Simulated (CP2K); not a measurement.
# Worked example: self-consistent single point of CaF2 (Fm-3m, 3 atoms in the cell) in CP2K

Method: CP2K with PBE, GPW, DZVP-MOLOPT-SR-GTH basis, GTH-PBE potentials (GTH_POTENTIALS).

Input:

```
&GLOBAL
  PROJECT run
  RUN_TYPE ENERGY_FORCE
  PRINT_LEVEL LOW
&END GLOBAL
&FORCE_EVAL
  METHOD Quickstep
  STRESS_TENSOR ANALYTICAL
  &DFT
    BASIS_SET_FILE_NAME BASIS_MOLOPT
    POTENTIAL_FILE_NAME GTH_POTENTIALS
    &QS
      METHOD GPW
      EPS_DEFAULT 1E-10
    &END QS
    &MGRID
      CUTOFF 550
      REL_CUTOFF 50
      NGRIDS 5
    &END MGRID
    &SCF
      SCF_GUESS ATOMIC
      EPS_SCF 1E-6
      MAX_SCF 100
      ADDED_MOS 5
      &DIAGONALIZATION
        ALGORITHM STANDARD
      &END DIAGONALIZATION
      &MIXING
        METHOD BROYDEN_MIXING
        ALPHA 0.4
        NBUFFER 12
        BETA 1.5
      &END MIXING
    &END SCF
    &KPOINTS
      SCHEME MONKHORST-PACK 7 7 7
    &END KPOINTS
    &XC
      &XC_FUNCTIONAL PBE
      &END XC_FUNCTIONAL
    &END XC
    &PRINT
      &MO
        EIGENVALUES T
        OCCUPATION_NUMBERS T
        NDIGITS 8
        FILENAME mo
        &EACH
          QS_SCF 0
        &END EACH
        ADD_LAST NUMERIC
      &END MO
      &MULLIKEN OFF
      &END MULLIKEN
    &END PRINT
  &END DFT
  &SUBSYS
    &CELL
      A 3.91213800 0.00000000 0.00000000
      B 1.95606900 3.38801100 0.00000000
      C 1.95606900 1.12933700 3.19424700
      PERIODIC XYZ
    &END CELL
    &COORD
      SCALED
      Ca       0.00000000     0.00000000     0.00000000
      F        0.75000000     0.75000000     0.75000000
      F        0.25000000     0.25000000     0.25000000
    &END COORD
    &KIND Ca
      BASIS_SET DZVP-MOLOPT-SR-GTH-q10
      POTENTIAL GTH-PBE-q10
    &END KIND
    &KIND F
      BASIS_SET DZVP-MOLOPT-SR-GTH-q7
      POTENTIAL GTH-PBE-q7
    &END KIND
  &END SUBSYS
  &PRINT
    &FORCES ON
    &END FORCES
    &STRESS_TENSOR ON
    &END STRESS_TENSOR
  &END PRINT
&END FORCE_EVAL
```

Log, with long lists cut:

```
 GLOBAL| Method name                                                        CP2K
 GLOBAL| Project name                                                        run
 GLOBAL| Run type                                                   ENERGY_FORCE

 TOTAL NUMBERS AND MAXIMUM NUMBERS

  Total number of            - Atomic kinds:                                   2
                             - Atoms:                                          3
                             - Shell sets:                                     3
                             - Shells:                                        16
                             - Primitive Cartesian functions:                 16
                             - Cartesian basis functions:                     43
                             - Spherical basis functions:                     40

  Maximum angular momentum of- Orbital basis functions:                        2
                             - Local part of the GTH pseudopotential:          2
                             - Non-local part of the GTH pseudopotential:      3

 SCF PARAMETERS         Density guess:                                    ATOMIC
                        max_scf:                                             100
                        max_diis:                                              4
                        eps_scf:                                        1.00E-06
                        eps_diis:                                       1.00E-01
                        eps_eigval:                                     1.00E-05
                        level_shift [a.u.]:                             0.000000
                        added MOs                                         5    0
                        Mixing method:                            BROYDEN_MIXING
                                                charge density mixing in g-space
                        No outer SCF

 Extrapolation method: initial_guess

 Number of electrons:                                                         24
 Number of occupied orbitals:                                                 12
 Number of molecular orbitals:                                                17

 Number of orbital functions:                                                 40
 Number of independent orbital functions:                                     40

 SCF WAVEFUNCTION OPTIMIZATION

  Step     Update method      Time    Convergence         Total energy    Change
     1 NoMix/Diag. 0.40E+00      -     1.98076935       -85.4980883849 -8.55E+01
     2 Broy./Diag. 0.40E+00      -     0.05542855       -82.6793574396  2.82E+00
     3 Broy./Diag. 0.40E+00      -     0.03392284       -84.6907917277 -2.01E+00
     4 Broy./Diag. 0.40E+00      -     0.00424460       -85.3352188977 -6.44E-01
     5 Broy./Diag. 0.40E+00      -     0.00675971       -85.3068094953  2.84E-02
     6 Broy./Diag. 0.40E+00      -     0.00540765       -85.5048361751 -1.98E-01
     7 Broy./Diag. 0.40E+00      -     0.00109829       -85.4696127173  3.52E-02
   [... 2 lines left out ...]
    10 Broy./Diag. 0.40E+00      -     0.00027272       -85.4818678652 -7.41E-04
    11 Broy./Diag. 0.40E+00      -     0.00002265       -85.4812258239  6.42E-04
    12 Broy./Diag. 0.40E+00      -     0.00000670       -85.4813174041 -9.16E-05
    13 Broy./Diag. 0.40E+00      -     0.00000200       -85.4811555867  1.62E-04
    14 Broy./Diag. 0.40E+00      -     0.00000023       -85.4811478221  7.76E-06

  *** SCF run converged in    14 steps ***

  Electronic density on regular grids:        -23.9999999956        0.0000000044
  Core density on regular grids:               23.9999999993       -0.0000000007
  Total charge density on r-space grids:        0.0000000037
  Total charge density g-space grids:           0.0000000037

  Overlap energy of the core charge distribution:               0.00000000000000
  Self energy of the core charge distribution:               -200.95686333546368
  Core Hamiltonian energy:                                     53.36586050086326
  Hartree energy:                                              76.73795507772499
  Exchange-correlation energy:                                -14.62810006523275

  Total energy:                                               -85.48114782210820

 ENERGY| Total FORCE_EVAL ( QS ) energy [hartree]            -85.481148015430819

 FORCES| Atomic forces [hartree/bohr]
 FORCES|   Atom     x               y               z               |f|
 FORCES|      1 -4.53679378E-13 -5.07005702E-09  3.75938438E-10   5.08397562E-09
 FORCES|      2 -8.63688352E-07 -4.98075527E-07 -3.34941706E-07   1.05177124E-06
 FORCES|      3  8.63641340E-07  5.01039467E-07  3.33143592E-07   1.05256903E-06
 FORCES| Sum    -4.74653603E-11 -2.10611696E-09 -1.42217615E-09
 FORCES| Total atomic force                                       2.54176447E-09

 STRESS| Analytical stress tensor [bar]
 STRESS|                        x                   y                   z
 STRESS|      x        6.24890285898E+03   1.23580865198E+02   8.73848178872E+01
 STRESS|      y        1.23580865198E+02   6.10543882581E+03   5.04787441581E+01
 STRESS|      z        8.73848178872E+01   5.04787441581E+01   6.07068289649E+03
 STRESS| 1/3 Trace                                             6.14167486043E+03
```

The run converged in 14 iterations.

The starting cell comes from a database of computed structures (which also holds hypothetical and non-ambient phases and stackings), without a prior relaxation at this level. Its lattice was rescaled by a random factor within 2.5 % of one. Values carry the incompleteness of an atom-centred basis.
